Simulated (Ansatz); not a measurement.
# Ge: the cost of one run

Program: Ansatz 0.2.0. Level of theory: DFT PBE, scalar-relativistic. These are calculated values, not measurements.

### 1 The system as given

Symmetry: P6_3/mmc, No. 194, hexagonal system. The conventional cell has a = 3.998 Å, b = 3.998 Å, c = 6.599 Å, α = 90.00°, β = 90.00°, γ = 120.00°. Ge (site symmetry 3m) is surrounded by 4 Ge at 2.45 to 2.47 Å.

Coordinates:

```
Ge
1.0
     3.99759    0.00000    0.00000
    -1.99879    3.46201    0.00000
     0.00000    0.00000    6.59938
Ge
4
Direct
  0.66667 0.33333 0.06290
  0.33333 0.66667 0.56290
  0.66667 0.33333 0.43710
  0.33333 0.66667 0.93710
```

Atoms are numbered in the order of the input: Ge1, Ge2, Ge3, Ge4.

### 2 Volume × 0.96, LAPW

Contents of input.yaml:

```yaml
crystal:
  lattice:
    - [3.9435577898, 0.0, 0.0]
    - [-1.9717788949, 3.4152212273, 0.0]
    - [0.0, 0.0, 6.5101862333]
  atoms:
    - { symbol: Ge, position: [0.6666666667, 0.3333333333, 0.06290125] }
    - { symbol: Ge, position: [0.3333333333, 0.6666666667, 0.56290125] }
    - { symbol: Ge, position: [0.6666666667, 0.3333333333, 0.43709875] }
    - { symbol: Ge, position: [0.3333333333, 0.6666666667, 0.93709875] }
kpoints:
  mp_grid: { grid: [11, 11, 6] }
  band_path:
    path:
      - [0.0, 0.0, 0.0]
      - [0.5, 0.0, 0.0]
      - [0.3333333333, 0.3333333333, 0.0]
      - [0.0, 0.0, 0.0]
      - [0.0, 0.0, 0.5]
      - [0.5, 0.0, 0.5]
      - [0.3333333333, 0.3333333333, 0.5]
      - [0.0, 0.0, 0.5]
      - [0.5, 0.0, 0.5]
    npoints: 5
scf:
  occupations: { method: fermi_dirac, width: 0.05 }
hamiltonian:
  xc: pbe
  pseudopotentials: { kind: all_electron, lapw: { basis_error: 0.001 } }
output:
  forces: true
  stress: true
  eigenvalues: true
```

On the command line:

```bash
ansatz run input.yaml --threads 1 --pin off --max-ram 4096MiB --backend cpu --events-out ev --progress --plain --runs-dir out
```

What time and memory should one allow on 1 thread of INTEL XEON PLATINUM 8581C at 2.10GHz (Emerald Rapids), shared host?

About 61 s, with a peak of 0.7 GiB.
